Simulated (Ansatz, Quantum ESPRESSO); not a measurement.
This is a calculation of CuO for Quantum ESPRESSO 7.5. Atoms were shifted at random by some hundredths of an Å from the given cell, which wasn't relaxed again for these runs. The cell comes from a database or a generator and needn't be the stable form of this composition.

The input pw.in:

```
&CONTROL
  calculation = 'scf'
  prefix = 'pwscf'
  outdir = './tmp'
  pseudo_dir = './pseudo'
  tprnfor = .true.
  tstress = .true.
  disk_io = 'nowf'
/
&SYSTEM
  ibrav = 0
  nat = 4
  ntyp = 2
  ecutwfc = 55
  ecutrho = 440
  nbnd = 25
  occupations = 'smearing'
  smearing = 'fd'
  degauss = 0.00367493
/
&ELECTRONS
  conv_thr = 8d-10
  electron_maxstep = 120
  mixing_beta = 0.5
/
ATOMIC_SPECIES
Cu    63.5460 Cu.paw.z_11.ld1.psl.v1.0.0-low.upf
O     15.9990 O.pbe-n-kjpaw_psl.0.1.UPF
CELL_PARAMETERS angstrom
   3.4220509700    0.0000000000    0.0000000000
   0.0000000000    3.4220509700    0.0000000000
   0.0000000000    0.0000000000    4.2604614800
ATOMIC_POSITIONS crystal
Cu     0.0041780000    0.4933590000   -0.0176060000
Cu     0.5052420000   -0.0092820000    0.5076520000
O     -0.0077000000   -0.0038130000    0.2533520000
O     -0.0070720000   -0.0020800000    0.7443550000
K_POINTS automatic
8 8 6 0 0 0
```

Potentials or basis: SSSP 1.3 efficiency PBE.

Launch:

```bash
$ OMP_NUM_THREADS=1 pw.x -in pw.in > pw.out
```

Problem. Translate it to Ansatz 0.2.0. Potentials or basis there: Ansatz PAW, cutoff 420 eV.

Solution. As run (cutoffs and basis follow the program's own potentials, and thresholds, step limits or extra output files can differ):

Contents of input.yaml:

```yaml
crystal:
  lattice:
    - [3.42205097, 0.0, 0.0]
    - [0.0, 3.42205097, 0.0]
    - [0.0, 0.0, 4.26046148]
  atoms:
    - { symbol: Cu, position: [0.004178, 0.493359, -0.017606] }
    - { symbol: Cu, position: [0.505242, -0.009282, 0.507652] }
    - { symbol: O, position: [-0.0077, -0.003813, 0.253352] }
    - { symbol: O, position: [-0.007072, -0.00208, 0.744355] }
hamiltonian:
  xc: pbe
  pseudopotentials: { kind: paw }
kpoints:
  mp_grid: { grid: [8, 8, 6] }
scf:
  occupations: { method: fermi_dirac, width: 0.05 }
output:
  forces: true
  stress: true
  eigenvalues: true
  write_density: true
  write_potential: true
  elf: true
  volumetric_format: npy
```

Potentials or basis: Ansatz PAW.

The run is started by

```bash
$ ansatz run input.yaml --threads 2 --pin off --max-ram 5120MiB --backend cpu --events-out ev --progress --plain --runs-dir out
```

Both were run:

|  | Quantum ESPRESSO | Ansatz |
| --- | --- | --- |
| Pressure | -2.6 GPa | -2.3 GPa |
| Largest force | 0.725 eV/Å | 0.720 eV/Å |
| Energy over the undisturbed cell | 14.3 meV/atom | 14.2 meV/atom |

Ansatz's pressure holds a Pulay term of +0.58 GPa for its cutoff of 420 eV, which the other run lacks.

The potentials hold 34 and 50 valence electrons a cell.

Where Ansatz's input types no cutoff or centring, it takes its own default and a Γ-centred mesh.

Pressure is positive in compression.
